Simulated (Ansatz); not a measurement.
**SiO: changing the strain (εxx = s, εyy = s)**

```
CELL_PARAMETERS angstrom
0.00000 2.43364 2.43364
2.43364 0.00000 2.43364
2.43364 2.43364 0.00000
ATOMIC_POSITIONS crystal
Si 0.75000 0.75000 0.75000
O 0.00000 0.00000 0.00000
```

The cell comes from a database or a generator and needn't be the stable form of this composition.

Kept alike: task band structure; functional PBE; k mesh 8 × 8 × 8; occupations fermi-dirac, width 0.05 eV; no spin polarisation. Program: Ansatz, Ansatz PAW, cutoff 420 eV. The mesh is that of the run's cell of 2 atoms. No spin-orbit coupling.

```tsv
s	free energy over the lowest row (meV/atom)
-0.04	16.05
-0.02	4.00
-0.01	0.99
0	0.00
0.01	0.89
0.02	?
0.04	15.81
```

The cell shown is the unstrained one; x, y and z are its Cartesian axes; atoms keep their fractions. For a metal such a mesh leaves the last digits unconverged.

Task: Fit the rows shown and predict the run at 0.02.

Result: A least-squares parabola through the rows shown is free energy = 9980.3 s² - 3.05 s - 0.041 (largest miss 0.041); at s = 0.02 it gives 3.89 meV/atom. The run gave: free energy over the lowest row 3.83 meV/atom.

The energy rises almost quadratically on both sides of the unstrained cell, so this cell lies close to its minimum along the biaxial path. The parabola predicts 3.89 meV/atom at the withheld strain against a computed 3.83, which supports harmonic interpolation in this range.

Compression normally costs clearly more than equal extension, because overlap repulsion steepens as bonds shorten. Here the two ends are nearly level, at 16.05 and 15.81 meV/atom. In this tetrahedral arrangement SiO has two valence electrons more than the octet that fills the bonding bands. Strain-dependent filling of the antibonding states may therefore offset the usual anharmonicity, though Brillouin-zone sampling error could also contribute to so small an asymmetry.

Holding the fractional coordinates fixed should matter little, since the symmetry left under this strain allows no internal force on either atom. With the z axis held, the curvature measures only the sum of the elastic constants C11 and C12, so it can't establish resistance to shear.
